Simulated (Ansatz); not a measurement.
Cu under changes of volume

One of the cells (11.810 Å³/atom); the others are scaled copies at fixed shape and fractional positions:

```
CELL_PARAMETERS angstrom
0.00000 1.80750 1.80750
1.80750 0.00000 1.80750
1.80750 1.80750 0.00000
ATOMIC_POSITIONS crystal
Cu 0.00000 0.00000 0.00000
```

* Program: Ansatz 0.2.0
* Functional: LDA
* Potentials or basis: all-electron LAPW, scalar-relativistic
* Cutoff: 273 eV (chosen from the basis error)
* Basis error allowed: 0.002 eV/atom
* k mesh: 13 × 13 × 13
* Occupations: methfessel-paxton, width 0.01 eV
* Spin: collinear spin, ferromagnetic start
* Starting moments: [0.6] μB
* Hubbard terms: Cu d U = 3.5 eV

```tsv
volume (Å³/atom)	energy over the lowest point (meV/atom)	pressure (GPa)
11.102	0.00	-3.6
11.338	7.90	-7.0
11.574	20.54	-10.0
11.810	37.33	-12.7
12.047	?	?
12.283	81.39	-17.0
12.519	107.78	-18.8
```

Problem. What does the run at 12.047 Å³/atom give?

Solution. Energy over the lowest point 57.77 meV/atom; pressure -15.0 GPa.

Worked out: A Birch-Murnaghan fit of order 3 (a polynomial in V^(-2/3)) to the other rows has its minimum at 10.88 Å³/atom, just outside them, with B0 = V·E''(V) = 190 GPa and B' = 5.0. It gives 57.81 meV/atom at 12.047 Å³/atom, against the run's 57.77, and -dE/dV = -15.0 GPa, against -15.0.

Energies are extrapolated to zero smearing.

Caveats: U is the effective U less J, on atomic orbitals that reach past the spheres; the U is typed as a test and isn't derived for this compound; the starting moments weren't kept.
